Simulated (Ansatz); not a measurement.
Input of an Ansatz 0.2.0 run:

File input.yaml:

```yaml
crystal:
  lattice:
    - [2.7606656158, 0.0, 0.0]
    - [-1.3803328079, 2.3908065546, 0.0]
    - [0.0, 0.0, 4.792134]
  atoms:
    - { symbol: Pt, position: [0.3333333333, 0.6666666667, 0.25] }
    - { symbol: Pt, position: [0.6666666667, 0.3333333333, 0.75] }
kpoints:
  mp_grid: { grid: [11, 11, 6] }
  band_path:
    path:
      - [0.0, 0.0, 0.0]
      - [0.5, 0.0, 0.0]
      - [0.3333333333, 0.3333333333, 0.0]
      - [0.0, 0.0, 0.0]
      - [0.0, 0.0, 0.5]
      - [0.5, 0.0, 0.5]
      - [0.3333333333, 0.3333333333, 0.5]
      - [0.0, 0.0, 0.5]
    npoints: 12
scf:
  occupations: { method: fermi_dirac, width: 0.05 }
hamiltonian:
  xc: pbesol
  pseudopotentials: { kind: all_electron, datasets: crystal }
output:
  forces: true
  stress: true
  eigenvalues: true
  elf: true
  volumetric_format: npy
```

Potentials or basis: all-electron PAW datasets made for the crystal.

Launch:

```bash
$ ansatz run input.yaml --threads 1 --pin off --max-ram 3072MiB --backend cpu --events-out ev --progress --plain --runs-dir out
```

Predict the pressure.

-10.7 GPa.

Estimate the band gap along the path.

none (metal or under the smearing width).

Stress tensor (GPa, compression positive):
```
-10.34   0.00   0.00
  0.00 -10.34   0.00
  0.00   0.00 -11.31
```

Caveat: spin-orbit coupling is left out, which moves the levels of the heavy elements.
